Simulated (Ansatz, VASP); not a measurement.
## One calculation of B, two programs

```xyz
10
Lattice="2.9633 0.0000 0.0000 -1.4816 2.5663 0.0000 0.0000 0.0000 9.1519" Properties=species:S:1:pos:R:3 pbc="T T T"
B     0.0000    1.7108    5.1478
B     1.4816    0.8554    0.5719
B     0.0000    0.0000    6.8639
B     0.0000    1.7108    8.5800
B     0.0000    0.0000    2.2880
B     1.4816    0.8554    4.0040
B     0.0000    1.7108    6.8639
B     0.0000    0.0000    4.5759
B     1.4816    0.8554    2.2880
B     0.0000    0.0000    0.0000
```

Alike in both runs: functional PBE; k mesh 15 × 15 × 4; occupations gaussian, width 0.1 eV; no spin polarisation.

Ansatz relaxed the structure, and its values are those at the end. VASP's run is a single point on that final structure, the one shown.

|  | VASP | Ansatz |
| --- | --- | --- |
| version | VASP 6.6.1 | Ansatz 0.2.0 |
| potentials or method | VASP PAW PBE potentials, release 64 (B) | scalar-relativistic, plane waves, PAW |
| plane-wave cutoff (eV) | 520 | 420 |
| valence electrons in the cell | 30 | 30 |

```tsv
	VASP	Ansatz	Ansatz less VASP
gap on the k mesh at the Fermi level (eV)	none	none	-
pressure (GPa)	0.0	0.0	0.00
```

A gap of «none» marks a metal or a gap that the smearing closes.
